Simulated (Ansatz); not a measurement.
# Zr (Zr, bcc): the cost of one run

Computed with Ansatz 0.2.0 (DFT r2SCAN, plane waves (500 eV) with PAW, scalar-relativistic; the PAW data stem from PBE, with regenerated cores, unless a step says otherwise).

## (1) The starting structure

The structure is cubic, space group Im-3m (No. 229). The conventional cell has a = 3.598 Å, b = 3.598 Å, c = 3.598 Å, α = 90.00°, β = 90.00°, γ = 90.00°. Around Zr (site symmetry m-3m) lie 8 Zr at 3.12 Å.

Coordinates:

```xyz
1
Lattice="-1.7988 1.7988 1.7988 1.7988 -1.7988 1.7988 1.7988 1.7988 -1.7988" Properties=species:S:1:pos:R:3 pbc="T T T"
Zr    0.0000    0.0000    0.0000
```

The atoms start with moments of +1 μB.

## (2) Relaxation of the cell

input.yaml

```yaml
crystal:
  lattice:
    - [-1.7987839886, 1.7987839886, 1.7987839886]
    - [1.7987839886, -1.7987839886, 1.7987839886]
    - [1.7987839886, 1.7987839886, -1.7987839886]
  atoms:
    - { symbol: Zr, position: [0.0, 0.0, 0.0], spin: 1.0 }
hamiltonian:
  xc: r2scan
  pseudopotentials:
    kind: paw
    azcp:
      Zr: "pseudopotentials/Zr.paw.azcp"
basis:
  ecutwfc: 500
  fft_grid_basis: typed
kpoints:
  mp_grid: { grid: [12, 12, 12], shift: [0, 0, 0] }
magnetization:
  spin_polarized: true
scf:
  occupations: { method: fermi_dirac, width: 0.05 }
relax:
  max_steps: 60
  f_tol: 0.01
  cell: {}
```

Q: Estimate wall time and peak memory on 2 threads of an Arm CPU, shared host.

About 15 s, with a peak of 0.36 GiB.
